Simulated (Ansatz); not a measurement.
Born–Oppenheimer molecular dynamics of a periodic cell of 16 atoms, Si (start crystal Si, start structure diamond, volume 1.15 times the crystal's). It goes on from the last frame of an earlier run, with new velocities.

The calculation used DFT PBEsol, scalar-relativistic, plane waves, PAW (Ansatz). Settings: accuracy low, cutoff 420 eV, k mesh 2x2x2, fermi-dirac smearing 0.36 eV, no spin polarisation.

```json
{
  "ensemble": "NPT, Langevin",
  "time step": "1.5 fs",
  "steps asked": "150",
  "set temperature": "2940 K",
  "friction": "0.005 /fs",
  "pressure": "1 GPa",
  "seed": "913145"
}
```

First frame:

```xyz
16
Lattice="0.0000 5.6890 5.6890 5.6890 0.0000 5.6890 5.6890 5.6890 0.0000" Properties=species:S:1:pos:R:3
Si 2.095 -1.381 1.931
Si 1.757 1.869 1.256
Si 0.513 2.770 -1.058
Si 3.507 6.230 -0.522
Si 3.623 2.256 3.265
Si 6.008 0.504 4.462
Si 6.259 4.685 3.827
Si 9.043 3.365 4.178
Si -0.540 2.636 2.962
Si 1.388 3.442 3.469
Si 2.301 5.546 3.790
Si 3.296 6.470 5.442
Si 1.375 2.220 6.524
Si 4.030 3.632 5.701
Si 6.481 6.518 4.720
Si 5.925 5.997 6.985
```

Question: What does the run give?

Answer: All steps were run.

```json
{
  "steps done": "150",
  "time covered": "225 fs",
  "mean temperature over the second half": "3438 K",
  "spread of the potential energy over the second half": "37.3 meV per atom",
  "mean potential energy of the second half above the start": "-163.7 meV per atom",
  "mean pressure over the second half": "-0.3 GPa"
}
```

The conserved energy stayed within 0.35 meV per atom of its start (net change -0.02 meV per atom), so the integration is sound. The mean temperature of the second half is 17 % above the set value. A run of 0.23 ps of so small a system gives no equilibrium averages. Limits of this set-up: coarse k mesh, low accuracy level. The cell's volume went from 368 to 319 Å³.

Question: What happens to the structure?

Answer: Mean squared displacements from the first frame to the last, about the centre of mass, the cell's change included: Si 4.94 Å². Another seed would give other details.

Question: How do temperature and energy run in time?

Answer: 
```tsv
time (fs)	T (K)	potential energy less start (eV)	conserved less start (meV/atom)	P (GPa)	volume (Å³)
0.0	2756	0.000	0.00	-0.4	368.2
18.0	3398	-1.053	-0.30	-1.4	368.6
36.0	2602	0.411	0.15	-0.9	371.5
54.0	3151	-0.962	-0.15	-3.4	371.9
72.0	3352	-0.913	-0.01	-2.8	370.9
90.0	3338	-1.691	-0.08	-1.8	367.8
108.0	3887	-2.668	-0.11	-1.8	363.8
126.0	3068	-2.662	0.07	-2.6	359.7
144.0	2671	-2.051	0.02	-1.9	354.5
162.0	3500	-2.945	-0.07	-1.4	347.5
180.0	3912	-3.081	0.01	0.2	340.4
198.0	3943	-3.232	0.01	0.8	331.8
216.0	2887	-1.216	0.35	3.6	323.1
```

The run took 11 min on 1 thread of Intel(R) Xeon(R) 6975P-C (Granite Rapids), on a shared host, peak memory 0.87 GiB.
